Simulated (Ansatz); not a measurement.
**Eigenvalues along a path: CsBr**

```xyz
2
Lattice="4.3256 0.0000 0.0000 0.0000 4.3256 0.0000 0.0000 0.0000 4.3256" Properties=species:S:1:pos:R:3 pbc="T T T"
Cs    0.0000    0.0000    0.0000
Br    2.1628    2.1628    2.1628
```

The base volume is that of a database entry, with shape and atoms relaxed on PAW files at held volume, so it needn't be at zero pressure; the structure needn't be the stable phase, at rest or compressed.

All numbers are PBE results (scalar-relativistic) from Ansatz 0.2.0, with a Γ-centred 7×7×7 k mesh, Fermi–Dirac smearing of 0.03 eV, no spin polarisation. Methods: LAPW: all electrons, basis error target 1 meV/atom.

Spin–orbit coupling is left out, which matters for the heavy atoms.

Path points, in fractions of the reciprocal vectors: Γ (0.000, 0.000, 0.000), X (0.000, 0.500, 0.000), M (0.500, 0.500, 0.000), R (0.500, 0.500, 0.500). The distance column jumps between branches of the path. Levels in eV from the valence-band top; bands 17 to 27, counted from the lowest band of the run. The gap is 4.42 eV, the pressure 0.60 GPa.

```
# k(1/Å) point b17 b18 b19 b20 b21 b22 b23 b24 b25 b26 b27
0.000 Γ -19.80 -12.33 -6.41 -6.41 -6.41 -0.01 -0.01 -0.01 4.42 4.95 4.95
0.104 - -19.80 -12.33 -6.43 -6.40 -6.40 -0.09 -0.01 -0.01 4.55 4.98 5.06
0.208 - -19.79 -12.34 -6.48 -6.39 -6.39 -0.31 -0.04 -0.04 4.90 5.08 5.38
0.311 - -19.78 -12.34 -6.56 -6.37 -6.37 -0.58 -0.08 -0.08 5.23 5.41 5.86
0.415 - -19.77 -12.34 -6.64 -6.35 -6.35 -0.85 -0.12 -0.12 5.43 5.98 6.44
0.519 - -19.76 -12.34 -6.71 -6.33 -6.33 -1.07 -0.16 -0.16 5.65 6.55 7.03
0.623 - -19.75 -12.35 -6.75 -6.31 -6.31 -1.22 -0.18 -0.18 5.85 7.00 7.47
0.726 X -19.75 -12.35 -6.77 -6.31 -6.31 -1.27 -0.19 -0.19 5.93 7.18 7.63
0.830 - -19.75 -12.34 -6.78 -6.35 -6.31 -1.23 -0.22 -0.18 5.97 7.16 7.42
0.934 - -19.74 -12.33 -6.80 -6.44 -6.30 -1.13 -0.28 -0.16 6.03 6.95 7.20
1.038 - -19.73 -12.31 -6.84 -6.58 -6.29 -0.98 -0.36 -0.12 5.93 6.47 7.52
1.141 - -19.73 -12.28 -6.88 -6.72 -6.27 -0.83 -0.44 -0.08 5.71 6.06 7.71
1.245 - -19.72 -12.26 -6.91 -6.84 -6.26 -0.69 -0.51 -0.04 5.48 5.75 7.44
1.349 - -19.71 -12.24 -6.94 -6.92 -6.25 -0.60 -0.55 -0.01 5.32 5.56 7.27
1.453 M -19.71 -12.24 -6.95 -6.95 -6.25 -0.57 -0.57 0.00 5.26 5.49 7.21
1.599 - -19.71 -12.25 -6.93 -6.90 -6.26 -0.62 -0.55 -0.02 5.36 5.63 7.28
1.746 - -19.73 -12.28 -6.85 -6.77 -6.27 -0.73 -0.49 -0.06 5.57 5.97 7.46
1.893 - -19.74 -12.30 -6.75 -6.62 -6.30 -0.77 -0.39 -0.09 5.74 6.16 7.43
2.039 - -19.76 -12.32 -6.63 -6.50 -6.34 -0.68 -0.28 -0.09 5.65 5.86 6.44
2.186 - -19.78 -12.33 -6.52 -6.43 -6.37 -0.43 -0.15 -0.06 5.25 5.34 5.65
2.333 - -19.79 -12.34 -6.44 -6.41 -6.40 -0.14 -0.05 -0.02 4.67 5.05 5.13
2.480 Γ -19.80 -12.33 -6.41 -6.41 -6.41 -0.01 -0.01 -0.01 4.42 4.95 4.95
2.659 - -19.79 -12.33 -6.43 -6.43 -6.39 -0.18 -0.06 -0.06 4.78 5.16 5.16
2.839 - -19.77 -12.33 -6.50 -6.50 -6.40 -0.46 -0.19 -0.19 5.57 5.75 5.75
3.019 - -19.75 -12.30 -6.58 -6.58 -6.50 -0.54 -0.40 -0.40 6.45 6.57 6.57
3.198 - -19.72 -12.26 -6.66 -6.66 -6.64 -0.64 -0.64 -0.52 6.82 7.33 7.33
3.378 - -19.69 -12.21 -6.75 -6.73 -6.73 -0.87 -0.87 -0.67 6.81 7.71 7.71
3.558 - -19.68 -12.18 -6.78 -6.77 -6.77 -1.05 -1.05 -0.96 7.54 8.04 8.04
3.738 R -19.67 -12.17 -6.78 -6.78 -6.78 -1.11 -1.11 -1.11 8.21 8.21 8.21
3.884 - -19.67 -12.17 -6.80 -6.77 -6.76 -1.07 -1.06 -1.01 7.78 7.91 8.18
4.031 - -19.69 -12.20 -6.84 -6.74 -6.70 -0.96 -0.94 -0.75 7.12 7.31 8.05
4.178 - -19.70 -12.23 -6.86 -6.67 -6.61 -0.86 -0.79 -0.45 6.64 6.84 7.38
4.325 - -19.72 -12.27 -6.85 -6.57 -6.50 -0.88 -0.59 -0.22 6.51 6.73 6.78
4.471 - -19.74 -12.31 -6.82 -6.45 -6.41 -1.03 -0.39 -0.15 6.32 6.78 6.91
4.618 - -19.75 -12.34 -6.79 -6.35 -6.34 -1.19 -0.25 -0.17 6.03 7.12 7.30
4.765 X -19.75 -12.35 -6.77 -6.31 -6.31 -1.27 -0.19 -0.19 5.93 7.18 7.63
5.792 R -19.67 -12.17 -6.78 -6.78 -6.78 -1.11 -1.11 -1.11 8.21 8.21 8.21
5.896 - -19.67 -12.17 -6.79 -6.79 -6.76 -1.08 -1.08 -1.07 8.05 8.08 8.08
5.999 - -19.68 -12.18 -6.82 -6.82 -6.69 -1.01 -1.01 -0.94 7.64 7.84 7.84
6.103 - -19.69 -12.19 -6.85 -6.85 -6.59 -0.90 -0.90 -0.74 7.03 7.09 7.61
6.207 - -19.69 -12.21 -6.89 -6.89 -6.47 -0.78 -0.78 -0.50 6.30 6.51 7.44
6.311 - -19.70 -12.22 -6.92 -6.92 -6.36 -0.67 -0.67 -0.26 5.74 5.99 7.31
6.414 - -19.71 -12.23 -6.94 -6.94 -6.28 -0.59 -0.59 -0.07 5.38 5.62 7.24
6.518 M -19.71 -12.24 -6.95 -6.95 -6.25 -0.57 -0.57 0.00 5.26 5.49 7.21
```
